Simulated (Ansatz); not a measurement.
ZnO in the h-MgO structure was relaxed with 5 functionals in the PAW code Ansatz, cell and atoms free, the symmetry of the start kept (meshes: PBE 12×12×6, r2SCAN 12×12×6, PBEsol 12×12×6, LDA 12×12×6, HSE06 6×6×4). No spin polarisation and no zero-point or thermal motion; the cell was built from a prototype and may be hypothetical.

The r2SCAN result:
```
CELL_PARAMETERS angstrom
3.41653 0.00000 0.00000
-1.70827 2.95880 0.00000
0.00000 0.00000 4.47757
ATOMIC_POSITIONS crystal
Zn 0.33333 0.66667 0.25000
Zn 0.66667 0.33333 0.75000
O 0.66667 0.33333 0.25000
O 0.33333 0.66667 0.75000
```

It is hexagonal, P6_3/mmc (No. 194); a = 3.417 Å, c = 4.478 Å in the conventional setting, 11.32 Å³ an atom. Around Zn lie 5 O at 1.97–2.24 Å; around O lie 5 Zn at 1.97–2.24 Å.

Problem. What lattice does PBE give?

Solution. a = 3.444 Å, c = 4.618 Å; the volume differs by +4.8 % from r2SCAN's. Around Zn lie 5 O at 1.99–2.31 Å; around O lie 5 Zn at 1.99–2.31 Å.

Problem. How does the cell change with LDA?

Solution. a = 3.368 Å, c = 4.428 Å; the volume differs by -3.9 % from r2SCAN's. Around Zn lie 5 O at 1.94–2.21 Å; around O lie 5 Zn at 1.94–2.21 Å.

Problem. Held at the r2SCAN cell, what mean stress do LDA and PBE find, and does its sign point to their own minimum?

Solution. Yes. LDA -6.28 GPa, and its relaxed volume is -3.9 % from r2SCAN's; PBE +6.47 GPa, and its relaxed volume is +4.8 % from r2SCAN's. Compression counts positive, so a positive stress asks for a larger cell.
